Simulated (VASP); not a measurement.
# K (I4_1/amd) in VASP: a series of runs

Aim: see how the results for K move with the level of theory and the settings. Levels: PBE, LDA. Tasks: single point, relaxation of cell and atoms.

Everything below comes from runs of VASP 6.6.1. Logs are shortened: lines on timing, memory, paths and dates and some standing lists are left out, and cuts for length are marked.

## Step 1: The structure

The structure is tetragonal, space group I4_1/amd (No. 141). The conventional cell has a = 4.416 Å, b = 4.416 Å, c = 16.092 Å, α = 90.00°, β = 90.00°, γ = 90.00°. K (site symmetry -4m2) is surrounded by 4 K at 4.42 Å.

This isn't the form of K at room conditions, which is bcc.

## Step 2: Single point, PBE

The input, INCAR:

```
SYSTEM = K
PREC = Accurate
ENCUT = 520
EDIFF = 1E-6
ISMEAR = 0
SIGMA = 0.1
LREAL = .FALSE.
LASPH = .TRUE.
NELM = 100
ALGO = Fast
ISIF = 2
LWAVE = .FALSE.
LCHARG = .TRUE.
GGA = PE
LELF = .TRUE.
LVHAR = .TRUE.
NBANDS = 16
```

The input, KPOINTS:

```
regular mesh
0
G
  6 6 6
  0 0 0
```

The input, POSCAR:

```
K
1.0
   -2.2081090471      2.2081090471      8.0458679461
    2.2081090471     -2.2081090471      8.0458679461
    2.2081090471      2.2081090471     -8.0458679461
K
2
Direct
    0.2500000000      0.7500000000      0.5000000000
    0.5000000000      0.5000000000      0.0000000000
```

Potentials or basis: VASP PAW PBE potentials, release 64 (K_sv).

On the command line:

```bash
> cat potpaw_PBE.64/K_sv/POTCAR > POTCAR
> mpirun -np 1 vasp_std > vasp.out
```

OUTCAR:

```text
SYSTEM = K
   PREC = Accurate
   ENCUT = 520
   EDIFF = 1E-6
   ISMEAR = 0
   LREAL = .FALSE.
   LASPH = .TRUE.
   NELM = 100
   ISIF = 2
   GGA = PE

 ion  position               nearest neighbor table
   1  0.250  0.750  0.500-
   2  0.500  0.500  0.000-

  LATTYP: Found a body centered tetragonal cell.
 ALAT       =     4.4162180942
 C/A-ratio  =     3.6437819757

  Lattice vectors:

 A1 = (  -2.2081090471,   2.2081090471,   8.0458679461)
 A2 = (   2.2081090471,  -2.2081090471,   8.0458679461)
 A3 = (   2.2081090471,   2.2081090471,  -8.0458679461)

Analysis of symmetry for initial positions (statically):
=====================================================================
 Subroutine PRICEL returns:
 Original cell was already a primitive cell.

 Routine SETGRP: Setting up the symmetry group for a
 body centered tetragonal supercell.

 Subroutine GETGRP returns: Found 16 space group operations
 (whereof  8 operations were pure point group operations)
 out of a pool of 16 trial point group operations.

The static configuration has the point symmetry D_2d.
 The point group associated with its full space group is D_4h.

Analysis of symmetry for dynamics (positions and initial velocities):
=====================================================================
 Subroutine PRICEL returns:
 Original cell was already a primitive cell.

 Routine SETGRP: Setting up the symmetry group for a
 body centered tetragonal supercell.

 Subroutine GETGRP returns: Found 16 space group operations
 (whereof  8 operations were pure point group operations)
 out of a pool of 16 trial point group operations.

The dynamic configuration has the point symmetry D_2d.
 The point group associated with its full space group is D_4h.

 Subroutine INISYM returns: Found 16 space group operations
 (whereof  8 operations are pure point group operations),
 and found     1 'primitive' translations

----------------------------------------------------------------------------------------

                                     Primitive cell

  volume of cell :     156.9184

  direct lattice vectors                    reciprocal lattice vectors
    -2.208109047  2.208109047  8.045867946     0.000000000  0.226438092  0.062143700
     2.208109047 -2.208109047  8.045867946     0.226438092  0.000000000  0.062143700
     2.208109047  2.208109047 -8.045867946     0.226438092  0.226438092  0.000000000

  length of vectors
     8.630613080  8.630613080  8.630613080     0.234810666  0.234810666  0.320231821

  position of ions in fractional coordinates (direct lattice)
     0.250000000  0.750000000  0.500000000
     0.500000000  0.500000000  0.000000000

  ion indices of the primitive-cell ions
   primitive index   ion index
                 1           1
                 2           2

----------------------------------------------------------------------------------------

 KPOINTS: regular mesh

Automatic generation of k-mesh.
 Grid dimensions read from file:
 generate k-points for:    6    6    6

 Generating k-lattice:

  Cartesian coordinates                     Fractional coordinates (reciprocal lattice)
     0.000000000  0.037739682  0.010357283     0.166666667  0.000000000  0.000000000
     0.037739682  0.000000000  0.010357283     0.000000000  0.166666667  0.000000000
     0.037739682  0.037739682  0.000000000     0.000000000  0.000000000  0.166666667

  Length of vectors
     0.039135111  0.039135111  0.053371970

  Shift w.r.t. Gamma in fractional coordinates (k-lattice)
     0.000000000  0.000000000  0.000000000

 Subroutine IBZKPT returns following result:
 ===========================================

 Found     30 irreducible k-points:

 Following reciprocal coordinates:
            Coordinates               Weight
  0.000000  0.000000  0.000000      1.000000
  0.166667  0.000000  0.000000      8.000000
  0.333333 -0.000000  0.000000      8.000000
  0.500000  0.000000 -0.000000      4.000000
  0.166667  0.166667  0.000000      8.000000
  0.333333  0.166667  0.000000     16.000000
[... 16 lines left out ...]
 -0.333333 -0.333333  0.166667      8.000000
 -0.166667 -0.333333  0.166667      8.000000
 [... further k-points ...]
   k-points           NKPTS =     30   k-points in BZ     NKDIM =     30   number of bands    NBANDS=     16
   number of dos      NEDOS =    301   number of ions     NIONS =      2
   total plane-waves  NPLWV = 262144
   dimension x,y,z NGX =    64 NGY =   64 NGZ =   64
   dimension x,y,z NGXF=   128 NGYF=  128 NGZF=  128
   ions per type =               2
   NGX,Y,Z   is equivalent  to a cutoff of  12.33, 12.33, 12.33 a.u.
   NGXF,Y,Z  is equivalent  to a cutoff of  24.66, 24.66, 24.66 a.u.
 SYSTEM =  K
   PREC   = accura    normal or accurate (medium, high low for compatibility)
   ISTART =      0    job   : 0-new  1-cont  2-samecut
   ICHARG =      2    charge: 1-file 2-atom 10-const
   ISPIN  =      1    spin polarized calculation?
   LNONCOLLINEAR =      F non collinear calculations
   LSORBIT =      F    spin-orbit coupling
   LASPH  =      T    aspherical Exc in radial PAW
   ENCUT  =  520.0 eV  38.22 Ry    6.18 a.u.  16.05 16.05 16.05*2*pi/ulx,y,z
   NELM   =    100;   NELMIN=  2; NELMDL= -5     # of ELM steps
   EDIFF  = 0.1E-05   stopping-criterion for ELM
   LREAL  =      F    real-space projection
   EDIFFG = 0.1E-04   stopping-criterion for IOM
   NSW    =      0    number of steps for IOM
   IBRION =     -1    ionic relax: 0-MD 1-quasi-New 2-CG
   NFREE  =      0    steps in history (QN), initial steepest desc. (CG)
   ISIF   =      2    stress and relaxation
   ISYM   =      2    0-nonsym 1-usesym 2-fastsym
   POTIM  = 0.5000    time-step for ionic-motion
   TEBEG  =    0.0;   TEEND  =   0.0 temperature during run
   PSTRESS=    0.0 pullay stress
   NELECT =      18.0000    total number of electrons
   NUPDOWN=      -1.0000    fix difference up-down
   EMIN   =  10.00;   EMAX   =-10.00  energy-range for DOS
   EFERMI =   0.00;   METHOD = LEGACY
   ISMEAR =     0;   SIGMA  =   0.10  broadening in eV -4-tet -1-fermi 0-gaus
   EFERMI_NEDOS =   21; number of points for ismear=-14 and -15
   IALGO  =     68    algorithm
   IMIX   =      4    mixing-type and parameters
     AMIX     =   0.40;   BMIX     =  1.00
     AMIX_MAG =   1.60;   BMIX_MAG =  1.00
  volume/ion in A,a.u.               =      78.46       529.47
  Fermi-wavevector in a.u.,A,eV,Ry     =   0.795440  1.503165  8.608754  0.632726
  Thomas-Fermi vector in A             =   1.901769
   LORBIT       =      0    0 simple, 1 ext, 2 COOP (PROOUT), +10 PAW based schemes
   GGA     = PE    functional components
   LHFCALC =     F    Hartree Fock is set to
   AEXX    =    0.0000 exact exchange contribution
   IVDW    =     0    specifies the selected vdW correction
   LEPSILON=     F    determine dielectric tensor
   LRPA    =     F    only Hartree local field effects (RPA)
 non-spin polarized calculation
 RMM-DIIS sequential band-by-band and
 Gauss-broadening in eV      SIGMA  =   0.10
  energy-cutoff  :      520.00
  volume of cell :      156.92
 maximum number of plane-waves:      4246
   NGX = 33   NGY = 33   NGZ = 33

 number of electron      18.0000000 magnetization

 Free energy of the ion-electron system (eV)
  ---------------------------------------------------
  ext. energy  EPLUGINS =         0.00000000
  ---------------------------------------------------
  free energy    TOTEN  =        -1.96538616 eV

  energy without entropy =       -1.95745041  energy(sigma->0) =       -1.96141829

 E-fermi :  -0.2128     XC(G=0):  -5.4908

 val. band max:       -0.2375324877   @ k =   0.5000   0.0000  -0.0000
 cond. band min:      -0.1744606443   @ k =   0.1667   0.1667   0.0000
 fundamental gap:      0.0630718434
 Fermi energy:        -0.2128057719

 k-point     1 :       0.0000    0.0000    0.0000
  band No.  band energies     occupation
      1     -32.5016      2.00000
      2     -32.4981      2.00000
      3     -16.0140      2.00000
      4     -15.9522      2.00000
      5     -15.9522      2.00000
      6     -15.9488      2.00000
[... 8 lines left out ...]
     15       4.6047      0.00000
     16       4.6583      0.00000

 k-point     2 :       0.1667    0.0000    0.0000
  band No.  band energies     occupation
      1     -32.5007      2.00000
      2     -32.4976      2.00000
      3     -16.0094      2.00000
      4     -15.9696      2.00000
      5     -15.9647      2.00000
      6     -15.9514      2.00000
[... 8 lines left out ...]
     15       3.9973      0.00000
     16       4.5734      0.00000

 k-point     3 :       0.3333   -0.0000    0.0000
  band No.  band energies     occupation
      1     -32.4988      2.00000
      2     -32.4965      2.00000
      3     -16.0065      2.00000
      4     -16.0025      2.00000
      5     -15.9884      2.00000
      6     -15.9523      2.00000
[... 8 lines left out ...]
     15       3.7594      0.00000
     16       4.4824      0.00000

 k-point     4 :       0.5000    0.0000   -0.0000
  band No.  band energies     occupation
      1     -32.4978      2.00000
      2     -32.4961      2.00000
      3     -16.0197      2.00000
      4     -16.0168      2.00000
      5     -15.9859      2.00000
      6     -15.9560      2.00000
[... 8 lines left out ...]
     15       3.6992      0.00000
     16       4.3583      0.00000

 k-point     5 :       0.1667    0.1667    0.0000
  band No.  band energies     occupation
      1     -32.4997      2.00000
      2     -32.4971      2.00000
      3     -16.0034      2.00000
      4     -15.9706      2.00000
      5     -15.9680      2.00000
      6     -15.9632      2.00000
[... 8 lines left out ...]
     15       3.5144      0.00000
     16       4.0485      0.00000

 k-point     6 :       0.3333    0.1667    0.0000
  band No.  band energies     occupation
      1     -32.4978      2.00000
      2     -32.4961      2.00000
      3     -16.0024      2.00000
      4     -16.0016      2.00000
      5     -15.9840      2.00000
      6     -15.9674      2.00000
[... 8 lines left out ...]
     15       3.6581      0.00000
     16       3.7713      0.00000

 k-point     7 :       0.5000    0.1667   -0.0000
  band No.  band energies     occupation
      1     -32.4969      2.00000
      2     -32.4955      2.00000
      3     -16.0180      2.00000
      4     -16.0144      2.00000
      5     -15.9835      2.00000
      6     -15.9661      2.00000
[... 8 lines left out ...]
     15       3.4770      0.00000
     16       3.9608      0.00000

 k-point     8 :      -0.3333    0.1667   -0.0000
  band No.  band energies     occupation
      1     -32.4981      2.00000
      2     -32.4958      2.00000
      3     -16.0054      2.00000
      4     -15.9993      2.00000
      5     -15.9881      2.00000
      6     -15.9659      2.00000
[... 8 lines left out ...]
     15       3.5022      0.00000
     16       3.9122      0.00000

 k-point     9 :      -0.1667    0.1667    0.0000
  band No.  band energies     occupation
      1     -32.4999      2.00000
      2     -32.4969      2.00000
      3     -16.0070      2.00000
      4     -15.9686      2.00000
      5     -15.9669      2.00000
      6     -15.9649      2.00000
[... 8 lines left out ...]
     15       3.3976      0.00000
     16       4.4451      0.00000
[... 172 lines left out ...]
 k-point    19 :      -0.1667    0.3333    0.1667
  band No.  band energies     occupation
      1     -32.4978      2.00000
      2     -32.4961      2.00000
      3     -16.0211      2.00000
      4     -16.0151      2.00000
      5     -15.9863      2.00000
      6     -15.9559      2.00000
[... 8 lines left out ...]
     15       3.5845      0.00000
     16       4.3215      0.00000

 k-point    20 :       0.5000    0.5000    0.1667
  band No.  band energies     occupation
      1     -32.4955      2.00000
      2     -32.4955      2.00000
      3     -16.0008      2.00000
      4     -16.0008      2.00000
      5     -15.9926      2.00000
      6     -15.9926      2.00000
[... 8 lines left out ...]
     15       3.3699      0.00000
     16       3.3708      0.00000

 k-point    21 :      -0.3333    0.5000    0.1667
  band No.  band energies     occupation
      1     -32.4974      2.00000
      2     -32.4965      2.00000
      3     -16.0044      2.00000
      4     -15.9977      2.00000
      5     -15.9789      2.00000
      6     -15.9695      2.00000
[... 8 lines left out ...]
     15       3.3615      0.00000
     16       3.7703      0.00000

 k-point    22 :      -0.1667    0.5000    0.1667
  band No.  band energies     occupation
      1     -32.4984      2.00000
      2     -32.4969      2.00000
      3     -16.0058      2.00000
      4     -16.0011      2.00000
      5     -15.9833      2.00000
      6     -15.9594      2.00000
[... 8 lines left out ...]
     15       3.4996      0.00000
     16       4.4879      0.00000

 k-point    23 :      -0.3333   -0.3333    0.1667
  band No.  band energies     occupation
      1     -32.4991      2.00000
      2     -32.4976      2.00000
      3     -15.9936      2.00000
      4     -15.9742      2.00000
      5     -15.9691      2.00000
      6     -15.9625      2.00000
[... 8 lines left out ...]
     15       3.5769      0.00000
     16       3.7333      0.00000

 k-point    24 :      -0.1667   -0.3333    0.1667
  band No.  band energies     occupation
      1     -32.5003      2.00000
      2     -32.4980      2.00000
      3     -16.0017      2.00000
      4     -15.9721      2.00000
      5     -15.9627      2.00000
      6     -15.9551      2.00000
[... 8 lines left out ...]
     15       3.7956      0.00000
     16       4.4309      0.00000

 [... further k-points ...]
[... 5 lines left out ...]
  --------------------------------------------------------------------------------------
  -------------------------------------------------------------------------------------
  Total       -0.0649008     -0.0649008     -0.0486330      0.0000000      0.0000000     -0.0000000
  in kB       -0.6626540     -0.6626540     -0.4965557      0.0000000      0.0000000     -0.0000000
  external PRESSURE =      -0.6072879 kB  Pullay stress =       0.0000000 kB

 VOLUME and BASIS-vectors are now :
 -----------------------------------------------------------------------------
  energy-cutoff  :      520.00
  volume of cell :      156.92
      direct lattice vectors                 reciprocal lattice vectors
    -2.208109047  2.208109047  8.045867946     0.000000000  0.226438092  0.062143700
     2.208109047 -2.208109047  8.045867946     0.226438092  0.000000000  0.062143700
     2.208109047  2.208109047 -8.045867946     0.226438092  0.226438092  0.000000000

 POSITION                                       TOTAL-FORCE (eV/Angst)
 -----------------------------------------------------------------------------------
      2.20811      0.00000      4.02293        -0.000000     -0.000000      0.000000
      0.00000      0.00000      8.04587         0.000000      0.000000     -0.000000
 -----------------------------------------------------------------------------------
    total drift:                                0.000000     -0.000000      0.000000

  FREE ENERGIE OF THE ION-ELECTRON SYSTEM (eV)
  ---------------------------------------------------
  free  energy   TOTEN  =        -1.9653861634 eV

  energy  without entropy=       -1.9574504115  energy(sigma->0) =       -1.96141829
```

Run time: 4.7 min. Hardware: 1 thread of Intel Xeon Platinum 8259CL at 2.50GHz (Skylake/Cascade Lake), shared host; peak memory 0.55 GiB.

Results:

| Property | Result |
| --- | --- |
| Free energy | -1.9654 eV |
| Pressure | -0.1 GPa |
| Band gap on the k mesh | none (metal or under the smearing width) |

## Step 3: Single point, PBE

The input, INCAR:

```
  ALGO = Fast
  EDIFF = 1E-6
  ENCUT = 520
  GGA = PE
  ISIF = 2
  ISMEAR = 0
  LASPH = True
  LCHARG = True
  LELF = True
  LREAL = False
  LVHAR = True
  LWAVE = False
  NBANDS = 16
  NELM = 100
  PREC = Accurate
  SIGMA = 0.1
```

The input, KPOINTS:

```
k-points
0
Gamma
  6 6 6
```

POSCAR is that of step 2.

Potentials or basis: VASP PAW PBE potentials, release 64 (K_sv).

On the command line:

```bash
> cat potpaw_PBE.64/K_sv/POTCAR > POTCAR
> mpirun -np 1 vasp_std > vasp.out
```

Run time: 4.5 min. Hardware: 1 thread of Intel Xeon Platinum 8259CL at 2.50GHz (Skylake/Cascade Lake), shared host; peak memory 0.55 GiB.

Results (log left out):

- Free energy: -1.9654 eV
- Pressure: -0.1 GPa
- Band gap on the k mesh: none (metal or under the smearing width)

Levels at points of the mesh, in eV from the Fermi level:
| k point | band 5 | band 6 | band 7 | band 8 | band 9 | band 10 | band 11 | band 12 | band 13 | band 14 |
| --- | --- | --- | --- | --- | --- | --- | --- | --- | --- | --- |
| (0.00, 0.00, 0.00) | -15.74 | -15.74 | -15.74 | -15.73 | -2.10 | 0.20 | 0.38 | 3.12 | 3.12 | 3.60 |
| (0.50, 0.00, 0.00) | -15.77 | -15.74 | -15.74 | -15.73 | -0.02 | 0.15 | 0.95 | 1.19 | 2.45 | 3.37 |
| (0.50, 0.50, 0.00) | -15.79 | -15.79 | -15.75 | -15.75 | 1.32 | 1.32 | 1.94 | 1.94 | 2.49 | 2.49 |
| (0.50, 0.50, 0.50) | -15.74 | -15.74 | -15.73 | -15.73 | -1.45 | -1.45 | 2.37 | 2.37 | 3.24 | 3.24 |

(Continued in part 2 of 2.)
